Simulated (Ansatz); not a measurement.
BeS (F-43m) from a database structure was relaxed with 5 functionals in Ansatz 0.2.0, cell and atoms free, the symmetry of the start kept (meshes: PBE 8×8×8, r2SCAN 8×8×8, PBEsol 8×8×8, LDA 8×8×8, HSE06 6×6×6). Calculated for a static, non-magnetic cell.

The PBEsol result:
```cif
data_structure
_symmetry_space_group_name_H-M 'P 1'
_symmetry_Int_Tables_number 1
_cell_length_a 3.4207
_cell_length_b 3.4207
_cell_length_c 3.4207
_cell_angle_alpha 60.000
_cell_angle_beta 60.000
_cell_angle_gamma 60.000
_cell_volume 28.30
loop_
_atom_site_label
_atom_site_type_symbol
_atom_site_fract_x
_atom_site_fract_y
_atom_site_fract_z
_atom_site_occupancy
Be1 Be 0.00000 0.00000 0.00000 1
S1 S 0.75000 0.75000 0.75000 1
```

It is cubic, F-43m (No. 216); conventional cell a = 4.838 Å, 14.15 Å³ an atom. Around Be lie 4 S at 2.09 Å; around S lie 4 Be at 2.09 Å.

(1) How does the cell change with PBE?

(2) What lattice does HSE06 give?

(3) Held at the r2SCAN cell, what mean stress do LDA and PBE find, and does its sign point to their own minimum?

## Answers

(1) a = 4.876 Å; the volume differs by +2.4 % from PBEsol's. Around Be lie 4 S at 2.11 Å; around S lie 4 Be at 2.11 Å.

(2) a = 4.853 Å; the volume differs by +1.0 % from PBEsol's. Be is surrounded by 4 S at 2.10 Å; S is surrounded by 4 Be at 2.10 Å.

(3) Yes. LDA -4.21 GPa, and its relaxed volume is -4.4 % from r2SCAN's; PBE +0.43 GPa, and its relaxed volume is +0.5 % from r2SCAN's. Compression counts positive, so a positive stress asks for a larger cell.
